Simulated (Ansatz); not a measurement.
# Al(111) / 1 layer Rh(111) / Al(111): resistance against film thickness, part 2 of 2

How does the resistance across the layers grow with the film in Al(111) / 1 layer Rh(111) / Al(111)?

Ansatz 0.2.0; Ansatz plane-wave DFT, PBE, PAW files; ballistic transport by layer matching (Landauer), zero bias.

So far. Step 2 (With 1 layer): The lead's potential steps by 9.1 meV from period to period, small in itself. The program estimates the junction's conductance to 4.5 % from the k-mesh, 0.3 % from the leads' distance from neutral and 2.2 % from their steps. Step 3 (With 3 layers, k-mesh 15×15×1, film layers 3): The conductance of the junction is 6.6e14 S/m², 27 % under the 9.1e14 S/m² of the last finished run.

## Step 4: With 5 layers, k-mesh 15×15×1, film layers 5

The stack now holds 5 film layers; the k-mesh follows the cell, and the energies span -0.27 to 0.27 eV.

System of this step: Al(111) / 5 layers Rh(111) / Al(111). The cell holds 13 atoms: 8 Al and 5 Rh. Cell: a = 2.862 Å, b = 2.862 Å, c = 28.435 Å, α = 92.9°, β = 87.1°, γ = 120.0°. It derives from Al and Rh. Regions: lead, 8 atoms (8 Al); films, 5 atoms (5 Rh). The structure is stacked along c, and the current runs across the ab planes.

The input, input.yaml:

```yaml
crystal:
  lattice:
    - [2.862347037, 0.0, 0.0]
    - [-1.4311735185, 2.4788652485, 0.0]
    - [1.4311735185, -0.8262884162, 28.3873139615]
  atoms:
    - { symbol: Al, position: [0.9862785153, 0.0137214847, 0.0411644542] }
    - { symbol: Al, position: [0.2921688792, 0.7078311208, 0.1234933625] }
    - { symbol: Al, position: [0.598059243, 0.401940757, 0.2058222709] }
    - { symbol: Al, position: [0.9039496069, 0.0960503931, 0.2881511792] }
    - { symbol: Rh, position: [0.2121824978, 0.7878175022, 0.3634525067] }
    - { symbol: Rh, position: [0.5227579156, 0.4772420844, 0.4317262533] }
    - { symbol: Rh, position: [0.8333333333, 0.1666666667, 0.5] }
    - { symbol: Rh, position: [0.1439087511, 0.8560912489, 0.5682737467] }
    - { symbol: Rh, position: [0.4544841689, 0.5455158311, 0.6365474933] }
    - { symbol: Al, position: [0.7627170597, 0.2372829403, 0.7118488208] }
    - { symbol: Al, position: [0.0686074236, 0.9313925764, 0.7941777291] }
    - { symbol: Al, position: [0.3744977875, 0.6255022125, 0.8765066375] }
    - { symbol: Al, position: [0.6803881514, 0.3196118486, 0.9588355458] }
kpoints:
  mp_grid: { grid: [15, 15, 1] }
hamiltonian:
  xc: pbe
scf:
  occupations: { method: fermi_dirac, width: 0.1 }
output:
  transmission:
    leads: [[0, 1]]
    kmesh: [30, 30]
    e_range: [-0.27, 0.27]
    de: 0.036
  write_potential: true
  write_density: true
  volumetric_format: npy
```

Run with:

```bash
$ ansatz run input.yaml --threads 4 --pin off --max-ram 8192MiB --backend cpu --events-out ev --progress --plain --runs-dir out
```

Numbers of over 12 decimals in the logs are rounded to 6 here.

Log:

```text
[...]
Crystal: 13 atoms, lattice volume = 201.419 Å³
Basis set: ecut = 420 eV, 3959 PW (Γ)
Bands: 68, of which v1, the nominal top of the filled ones, is band 55 counted from 1 (54 counted from 0)
Symmetry: 4 space group operations
k-points: 64 of 225
[...]
--- Transmission ---
  basis      : 61 plane waves across, 43 finite elements along
  points     : 241, standing for a mesh of 30 x 30
[...]
filled         : 13.7 meV over the level at which it is neutral
    channels       : 1.354444e0 a spin
[...]
slowest decay  : 0.0636 /Å at (0.4000, 0.3000)
  junction   : crystal 0 to crystal 0, 0.70 to 26.75 Å
    transmission   : 6.503934e-1 a spin
[...]
resistance     : 7.9013e-4 Ω µm² beyond half of each lead's own
[key lines of the parts left out:]
SCF converged after 8 iterations
Free energy (F): -36314.382991 eV
Fermi energy:    12.789560 eV
```

Elapsed: 2.4 min, on 4 threads of Arm Neoverse V1, shared host; peak memory 0.94 GiB.

Numbers from this step:

| Item | Value |
| --- | --- |
| free energy | -36314.3830 eV |
| energy at zero smearing | -36314.1967 eV |
| Fermi energy | 12.79 eV |
| step of the lead's potential | 7.5 meV |
| estimated errors of the lead's conductance | 0, 3.7, 0.2 % (band edges, k-mesh, distance from neutral) |
| lead conductance per cell | 1.351 G₀ |
| conductance of the junction | 6.81e14 S/m² |
| junction conductance per cell | 0.6239 G₀ |
| estimated errors of the junction's conductance | 0.4, 0, 6.1, 8.9, 2 % (energy step, band edges, k-mesh, leads' steps, distance from neutral) |
| area resistance that the stack adds (contact term taken off, spin by spin) | 0.7901 fΩ m² |

Per spin. Transmission, zone mean against energy, zero at the Fermi level:

```csv
energy (eV),"transmission, zone mean"
-0.270,0.503
-0.234,0.504
-0.198,0.512
-0.162,0.540
-0.126,0.536
-0.090,0.531
-0.054,0.572
-0.018,0.607
0.018,0.650
0.054,0.672
0.090,0.694
0.126,0.692
0.162,0.710
0.198,0.740
0.234,0.800
0.270,0.836
```

The conductance of the junction is 6.8e14 S/m², 3.2 % over the 6.6e14 S/m² of the last finished run, within the error estimates, leads' steps apart, of 5 and 6.1 %.

## Step 5: With 7 layers, k-mesh 15×15×1, film layers 7

The stack now holds 7 film layers; the k-mesh follows the cell, and the energies span -0.27 to 0.27 eV.

System of this step: Al(111) / 7 layers Rh(111) / Al(111). The cell holds 15 atoms: 8 Al and 7 Rh. Its edges and angles: a = 2.862 Å, b = 2.862 Å, c = 32.264 Å, α = 90.0°, β = 90.0°, γ = 120.0°. It derives from Al and Rh. Regions: lead, 8 atoms (8 Al); films, 7 atoms (7 Rh). The structure is stacked along c, and the current runs across the ab planes.

input.yaml, the sections that differ from step 4:

```yaml
crystal:
  lattice:
    - [2.862347037, 0.0, 0.0]
    - [-1.4311735185, 2.4788652485, 0.0]
    - [0.0, 0.0, 32.2635305247]
  atoms:
    - { symbol: Al, position: [0.0, 0.0, 0.0362188597] }
    - { symbol: Al, position: [0.3333333333, 0.6666666667, 0.108656579] }
    - { symbol: Al, position: [0.6666666667, 0.3333333333, 0.1810942984] }
    - { symbol: Al, position: [0.0, 0.0, 0.2535320177] }
    - { symbol: Rh, position: [0.3333333333, 0.6666666667, 0.3197864663] }
    - { symbol: Rh, position: [0.6666666667, 0.3333333333, 0.3798576442] }
    - { symbol: Rh, position: [0.0, 0.0, 0.4399288221] }
    - { symbol: Rh, position: [0.3333333333, 0.6666666667, 0.5] }
    - { symbol: Rh, position: [0.6666666667, 0.3333333333, 0.5600711779] }
    - { symbol: Rh, position: [0.0, 0.0, 0.6201423558] }
    - { symbol: Rh, position: [0.3333333333, 0.6666666667, 0.6802135337] }
    - { symbol: Al, position: [0.6666666667, 0.3333333333, 0.7464679823] }
    - { symbol: Al, position: [0.0, 0.0, 0.8189057016] }
    - { symbol: Al, position: [0.3333333333, 0.6666666667, 0.891343421] }
    - { symbol: Al, position: [0.6666666667, 0.3333333333, 0.9637811403] }
# kpoints, hamiltonian, scf, output: as in step 4
```

Log:

```text
[...]
Crystal: 15 atoms, lattice volume = 228.922 Å³
Basis set: ecut = 420 eV, 4499 PW (Γ)
Bands: 87, of which v1, the nominal top of the filled ones, is band 72 counted from 1 (71 counted from 0)
Symmetry: 12 space group operations
[...]
k-points: 27 of 225
[...]
--- Transmission ---
  basis      : 61 plane waves across, 50 finite elements along
  points     : 91, standing for a mesh of 30 x 30
[...]
filled         : 18.9 meV over the level at which it is neutral
    channels       : 1.354444e0 a spin
[...]
slowest decay  : 0.0624 /Å at (0.3000, 0.3000)
  junction   : crystal 0 to crystal 0, 0.70 to 30.62 Å
    transmission   : 6.437573e-1 a spin
[...]
resistance     : 7.7136e-4 Ω µm² beyond half of each lead's own
[key lines of the parts left out:]
SCF converged after 8 iterations
Free energy (F): -49119.478636 eV
Fermi energy:    13.938912 eV
```

Elapsed: 70 s, on 4 threads; peak memory 0.91 GiB.

This step gave:

```yaml
free_energy: -49119.4786 eV
energy_at_zero_smearing: -49119.2450 eV
fermi_energy: 13.94 eV
step_of_the_lead_s_potential: 6.4 meV
estimated_errors_of_the_lead_s_conductance: 0, 3.8, 0.3 % (band edges, k-mesh, distance from neutral)
lead_conductance_per_cell: 1.353 G₀
conductance_of_the_junction: 6.90e14 S/m²
junction_conductance_per_cell: 0.6323 G₀
estimated_errors_of_the_junction_s_conductance: 0.2, 0, 6.7, 7.7, 1.3 % (energy step, band edges, k-mesh, leads' steps, distance from neutral)
area_resistance_that_the_stack_adds_contact_term_taken_off_spin_by_spin: 0.7714 fΩ m²
```

Per spin. Transmission, zone mean against energy, zero at the Fermi level:

```csv
energy (eV),"transmission, zone mean"
-0.270,0.527
-0.234,0.561
-0.198,0.571
-0.162,0.575
-0.126,0.613
-0.090,0.605
-0.054,0.595
-0.018,0.633
0.018,0.644
0.054,0.636
0.090,0.676
0.126,0.726
0.162,0.694
0.198,0.708
0.234,0.731
0.270,0.719
```

The conductance of the junction is 6.9e14 S/m², 1.3 % over the 6.8e14 S/m² of the last finished run, within the error estimates, leads' steps apart, of 6.1 and 6.7 %.

## Step 6: With 9 layers, k-mesh 15×15×1, film layers 9

The stack now holds 9 film layers; the k-mesh follows the cell, and the energies span -0.27 to 0.27 eV.

System of this step: Al(111) / 9 layers Rh(111) / Al(111). The cell holds 17 atoms: 8 Al and 9 Rh. Cell: a = 2.862 Å, b = 2.862 Å, c = 36.178 Å, α = 87.7°, β = 92.3°, γ = 120.0°. It derives from Al and Rh. Regions: lead, 8 atoms (8 Al); films, 9 atoms (9 Rh). The structure is stacked along c, and the current runs across the ab planes.

The input, input.yaml:

```yaml
crystal:
  lattice:
    - [2.862347037, 0.0, 0.0]
    - [-1.4311735185, 2.4788652485, 0.0]
    - [-1.4311735185, 0.8262884162, 36.139747088]
  atoms:
    - { symbol: Al, position: [0.0107780526, 0.9892219474, 0.0323341578] }
    - { symbol: Al, position: [0.3656674911, 0.6343325089, 0.0970024733] }
    - { symbol: Al, position: [0.7205569296, 0.2794430704, 0.1616707889] }
    - { symbol: Al, position: [0.0754463682, 0.9245536318, 0.2263391045] }
    - { symbol: Rh, position: [0.4284957814, 0.5715042186, 0.2854873442] }
    - { symbol: Rh, position: [0.7797051694, 0.2202948306, 0.3391155082] }
    - { symbol: Rh, position: [0.1309145574, 0.8690854426, 0.3927436721] }
    - { symbol: Rh, position: [0.4821239454, 0.5178760546, 0.4463718361] }
    - { symbol: Rh, position: [0.8333333333, 0.1666666667, 0.5] }
    - { symbol: Rh, position: [0.1845427213, 0.8154572787, 0.5536281639] }
    - { symbol: Rh, position: [0.5357521093, 0.4642478907, 0.6072563279] }
    - { symbol: Rh, position: [0.8869614973, 0.1130385027, 0.6608844918] }
    - { symbol: Rh, position: [0.2381708853, 0.7618291147, 0.7145126558] }
    - { symbol: Al, position: [0.5912202985, 0.4087797015, 0.7736608955] }
    - { symbol: Al, position: [0.946109737, 0.053890263, 0.8383292111] }
    - { symbol: Al, position: [0.3009991756, 0.6990008244, 0.9029975267] }
    - { symbol: Al, position: [0.6558886141, 0.3441113859, 0.9676658422] }
kpoints:
  mp_grid: { grid: [15, 15, 1] }
hamiltonian:
  xc: pbe
scf:
  occupations: { method: fermi_dirac, width: 0.1 }
output:
  transmission:
    leads: [[0, 1]]
    kmesh: [30, 30]
    e_range: [-0.27, 0.27]
    de: 0.036
  write_potential: true
  write_density: true
  volumetric_format: npy
```

Log:

```text
[...]
Crystal: 17 atoms, lattice volume = 256.425 Å³
Basis set: ecut = 420 eV, 5041 PW (Γ)
Bands: 107, of which v1, the nominal top of the filled ones, is band 89 counted from 1 (88 counted from 0)
Symmetry: 4 space group operations
k-points: 64 of 225
[...]
--- Transmission ---
  basis      : 61 plane waves across, 56 finite elements along
  points     : 241, standing for a mesh of 30 x 30
[...]
filled         : 18.6 meV over the level at which it is neutral
    channels       : 1.354444e0 a spin
[...]
slowest decay  : 0.0624 /Å at (0.3000, 0.3000)
  junction   : crystal 0 to crystal 0, 0.70 to 34.50 Å
    transmission   : 5.586871e-1 a spin
[...]
resistance     : 9.3671e-4 Ω µm² beyond half of each lead's own
[key lines of the parts left out:]
SCF converged after 8 iterations
Free energy (F): -61924.538148 eV
Fermi energy:    14.835845 eV
```

Elapsed: 4.1 min, on 4 threads; peak memory 1.6 GiB; 15 min of CPU time.

This step gave:

```yaml
free_energy: -61924.5381 eV
energy_at_zero_smearing: -61924.2387 eV
fermi_energy: 14.84 eV
step_of_the_lead_s_potential: 7.7 meV
lead_conductance_per_cell: 1.352 G₀
conductance_of_the_junction: 6.20e14 S/m²
junction_conductance_per_cell: 0.5674 G₀
estimated_errors_of_the_junction_s_conductance: 0.1, 0, 5.5, 14.1, 1.1 % (energy step, band edges, k-mesh, leads' steps, distance from neutral)
area_resistance_that_the_stack_adds_contact_term_taken_off_spin_by_spin: 0.9367 fΩ m²
```

Per spin. The transmission, zone mean by energy, zero at the Fermi level:

```csv
energy (eV),"transmission, zone mean"
-0.270,0.510
-0.234,0.535
-0.198,0.590
-0.162,0.584
-0.126,0.546
-0.090,0.550
-0.054,0.544
-0.018,0.571
0.018,0.559
0.054,0.614
0.090,0.630
0.126,0.623
0.162,0.668
0.198,0.712
0.234,0.722
0.270,0.735
```

The conductance of the junction is 6.2e14 S/m², 10 % under the 6.9e14 S/m² of the last finished run, no more than the error estimates, leads' steps apart, of 6.7 and 5.5 % together. The estimate from the leads' steps, 14 %, is larger still.

## Step 7: All levels side by side

Times are for 4 threads of Arm Neoverse V1, shared host. Results by setting:

```csv
no.,film layers,"area resistance that the stack adds (contact term taken off, spin by spin) (fΩ m²)",conductance of the junction (S/m²),time,memory (GiB)
1,1,0.4205,9.10e14,71 s,0.53
2,3,0.8382,6.60e14,1.7 min,0.74
3,5,0.7901,6.81e14,2.4 min,0.94
4,7,0.7714,6.90e14,70 s,0.91
5,9,0.9367,6.20e14,4.1 min,1.6
```

## Step 8: With 3 layers

A repeat with a deliberate mistake in the input, to see how the program answers it.

This step: Ansatz plane-wave DFT, PBE, PAW files; ballistic transport by layer matching (Landauer), zero bias; changed: magnetization = {"spin_polarized": true, "spin_orbit": true}, hamiltonian.pseudopotentials = {"kind": "nc"}, scf.max_iter = 60 (Ansatz 0.2.0).

System of this step: Al(111) / 3 layers Rh(111) / Al(111). The cell holds 11 atoms: 8 Al and 3 Rh. Cell: a = 2.862 Å, b = 2.862 Å, c = 24.567 Å, α = 86.7°, β = 93.3°, γ = 120.0°. It derives from Al and Rh. Regions: lead, 8 atoms (8 Al); films, 3 atoms (3 Rh). The structure is stacked along c, and the current runs across the ab planes.

The input, input.yaml:

```yaml
crystal:
  lattice:
    - [2.862347037, 0.0, 0.0]
    - [-1.4311735185, 2.4788652485, 0.0]
    - [-1.4311735185, 0.8262884162, 24.5110973982]
  atoms:
    - { symbol: Al, position: [0.015891418, 0.984108582, 0.0476742541] }
    - { symbol: Al, position: [0.3810075874, 0.6189924126, 0.1430227622] }
    - { symbol: Al, position: [0.7461237568, 0.2538762432, 0.2383712703] }
    - { symbol: Al, position: [0.1112399261, 0.8887600739, 0.3337197784] }
    - { symbol: Rh, position: [0.4736431183, 0.5263568817, 0.420929355] }
    - { symbol: Rh, position: [0.8333333333, 0.1666666667, 0.5] }
    - { symbol: Rh, position: [0.1930235483, 0.8069764517, 0.579070645] }
    - { symbol: Al, position: [0.5554267405, 0.4445732595, 0.6662802216] }
    - { symbol: Al, position: [0.9205429099, 0.0794570901, 0.7616287297] }
    - { symbol: Al, position: [0.2856590793, 0.7143409207, 0.8569772378] }
    - { symbol: Al, position: [0.6507752486, 0.3492247514, 0.9523257459] }
kpoints:
  mp_grid: { grid: [15, 15, 1] }
hamiltonian:
  xc: pbe
  pseudopotentials: { kind: nc }
scf:
  occupations: { method: fermi_dirac, width: 0.1 }
  max_iter: 60
output:
  transmission:
    leads: [[0, 1]]
    kmesh: [30, 30]
    e_range: [-0.27, 0.27]
    de: 0.036
  write_potential: true
  write_density: true
  volumetric_format: npy
magnetization:
  spin_polarized: true
  spin_orbit: true
```

Log:

```text
Error: 2 input errors — fix all and re-run
  1. inconsistent input (magnetization.spin_orbit, magnetization.noncollinear): true requires noncollinear: true — spin–orbit coupling acts on 2-spinor wavefunctions; set both flags
  2. inconsistent input (magnetization.spin_orbit, hamiltonian.pseudopotentials.kind): true requires a fully-relativistic hamiltonian.pseudopotentials.kind (nc_fr or paw_fr), or kind: all_electron without datasets and azcp, which then solves Dirac's equation on LAPW. paw_fr resolves this project's PAW files (source: ansatz) by j as it reads them
```

Run time: 0.03 s. Hardware: 4 threads; peak memory 0.031 GiB.

The program refused the input before any cycle.

The program's message: “Error: 2 input errors — fix all and re-run”

The change that led to it: magnetization and hamiltonian.pseudopotentials = {"kind": "nc"}.

## Step 9: What came out

| Item | Value |
| --- | --- |
| area resistance, 1 layer | 0.420 fΩ m² |
| area resistance, 3 layers | 0.838 fΩ m² |
| area resistance, 5 layers | 0.790 fΩ m² |
| area resistance, 7 layers | 0.771 fΩ m² |
| area resistance, 9 layers | 0.937 fΩ m² |

In words: The stack adds 0.42 fΩ m² with 1 layer and 0.94 fΩ m² with 9. From 3 layers on no step exceeds the two runs' error estimates together, as expected where only the two interfaces scatter; half the mean, 0.42 fΩ m², is a rough coherent figure for one interface. Atoms sit on ideal sites and aren't relaxed. Rh(111) is stretched by 6.4 % in plane to fit Al(111).

[Logs are printed without paths, hosts, clocks, repeated set-up lines and the standing remarks that a program may print on its own settings, such as how far it seeks lower states.]

[Hosts, paths, dates, database ids (printed as entryN), source tags and the programs' standing remarks are cut or masked in the printed files.]
